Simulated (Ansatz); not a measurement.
The system is CoO.

```
CELL_PARAMETERS angstrom
0.00000 2.13150 2.13150
2.13150 0.00000 2.13150
2.13150 2.13150 0.00000
ATOMIC_POSITIONS crystal
Co 0.00000 0.00000 0.00000
O 0.50000 0.50000 0.50000
```

Base run:

* Program: Ansatz 0.2.0
* Functional: PBE
* Potentials or basis: Ansatz PAW
* Cutoff: 420 eV (not typed: the program's choice for these potentials)
* k mesh: 9 × 9 × 9
* Occupations: fermi-dirac, width 0.05 eV
* Spin: collinear spin, ferromagnetic start
* Starting moments: [1.0, 0.0] μB
* Fixed moment: 1 μB

Its results: pressure -15.4 GPa; site moments Co +0.97; O -0.03 μB.

Problem. After a change of settings the same cell gave: pressure 22.2 GPa; site moments Co +2.91; O +0.68 μB. Which change was it?
A. fixed moment from 1 μB to 2.5 μB; moments at the start from [1.0, 0.0] to [2.5, 0.0]
B. fixed moment from 1 μB to 1.5 μB; moments at the start from [1.0, 0.0] to [1.5, 0.0]
C. fixed moment from 1 μB to 4 μB; moments at the start from [1.0, 0.0] to [4.0, 0.0]
D. fixed moment from 1 μB to 0.5 μB; moments at the start from [1.0, 0.0] to [0.5, 0.0]

Solution. C.

Caveats: the total moment is fixed, so each spin has its own Fermi level; a cell with one magnetic atom can't hold antiferromagnetic order, which such compounds often take; the thresholds are loose for stress.
